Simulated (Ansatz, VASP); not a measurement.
Given: the input of a run of VASP 6.6.1 on Cu.

INCAR

```
ALGO     = Normal         # electronic algorithm
EDIFF    = 1E-7           # SCF threshold, eV
ENCUT    = 520            # plane-wave cutoff, eV
GGA      = PE             # functional
ISIF     = 2              # what is computed and relaxed
ISMEAR   = 1              # smearing method
IVDW     = 13             # dispersion correction
LASPH    = T              # aspherical terms in the spheres
LCHARG   = F              # write CHGCAR
LREAL    = F              # projectors in reciprocal space
LWAVE    = F              # write WAVECAR
NBANDS   = 12             # bands
NELM     = 60             # most SCF steps
PREC     = Accurate       # precision mode
SIGMA    = 0.05           # smearing width, eV
```

Contents of KPOINTS:

```
k-points
0
Gamma
  13 13 13
```

File POSCAR:

```
Cu
1.0
    0.0000000000      1.7579543034      1.7579543034
    1.7579543034      0.0000000000      1.7579543034
    1.7579543034      1.7579543034      0.0000000000
Cu
1
Direct
    0.0000000000      0.0000000000      0.0000000000
```

Potentials or basis: VASP PAW PBE potentials, release 64 (Cu).

Launch:

```sh
$ cat potpaw_PBE.64/Cu/POTCAR > POTCAR
$ mpirun -np 1 vasp_std > vasp.out
```

**Question.** Set up the same calculation for Ansatz 0.2.0. Potentials there: Ansatz PAW earlier set.

**Answer.** As run (the cutoff follows the program's own potentials):

The input input.yaml:

```yaml
crystal:
  lattice:
    - [0.0, 1.7579543034, 1.7579543034]
    - [1.7579543034, 0.0, 1.7579543034]
    - [1.7579543034, 1.7579543034, 0.0]
  atoms:
    - { symbol: Cu, position: [0.0, 0.0, 0.0] }
hamiltonian:
  xc: pbe
  pseudopotentials: { kind: paw, level: accurate }
  dispersion: d4
kpoints:
  mp_grid: { grid: [13, 13, 13] }
scf:
  occupations: { method: methfessel_paxton, width: 0.05 }
output:
  forces: true
  stress: true
  eigenvalues: true
```

Potentials or basis: Ansatz PAW earlier set.

Run with:

```console
$ ansatz run input.yaml --threads 1 --pin off --max-ram 2560MiB --backend cpu --events-out ev --progress --plain --runs-dir out
```

Both were run:

|  | VASP | Ansatz | Ansatz less VASP |
| --- | --- | --- | --- |
| gap on the k mesh at the Fermi level (eV) | none | none | - |
| pressure (GPa) | 9.4 | 8.9 | -0.51 |
| dispersion energy (meV/atom) | -605.3 | -605.3 | +0.02 |

A gap of «none» marks a metal or a gap that the smearing closes. The two sets of potentials don't hold the same shells in valence.

Caveats: pairwise dispersion overbinds metals, which lowers pressure and volume.
